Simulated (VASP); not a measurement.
A run of VASP 6.6.1 is set up as follows.

File INCAR:

```
PREC     = Accurate       # precision mode
ENCUT    = 520            # plane-wave cutoff, eV
EDIFF    = 1E-7           # SCF threshold, eV
ISMEAR   = 0              # smearing method
SIGMA    = 0.05           # smearing width, eV
LREAL    = False          # projectors in reciprocal space
LASPH    = True           # aspherical terms in the spheres
NELM     = 100            # most SCF steps
ALGO     = Normal         # electronic algorithm
ISIF     = 2              # what is computed and relaxed
LWAVE    = False          # write WAVECAR
LCHARG   = False          # write CHGCAR
GGA      = PS             # functional
NBANDS   = 11             # bands
```

Contents of KPOINTS:

```
regular mesh
0
Gamma
  8 8 8
```

POSCAR

```
Hf
1.0
   -1.8050000000      1.8050000000      1.8050000000
    1.8050000000     -1.8050000000      1.8050000000
    1.8050000000      1.8050000000     -1.8050000000
Hf
1
Direct
    0.0000000000      0.0000000000      0.0000000000
```

Potentials or basis: VASP PAW PBE potentials, release 64 (Hf_pv).

The run is started by

```bash
$ cat potpaw_PBE.64/Hf_pv/POTCAR > POTCAR
$ mpirun -np 1 vasp_std > vasp.out
```

(1) Predict the pressure.

(2) What does it give for the band gap on the k mesh?

Answers

(1) -9.7 GPa.

(2) none (metal or under the smearing width).

Caveat: the PAW data sets were made with another functional, which shifts forces and pressure a little.
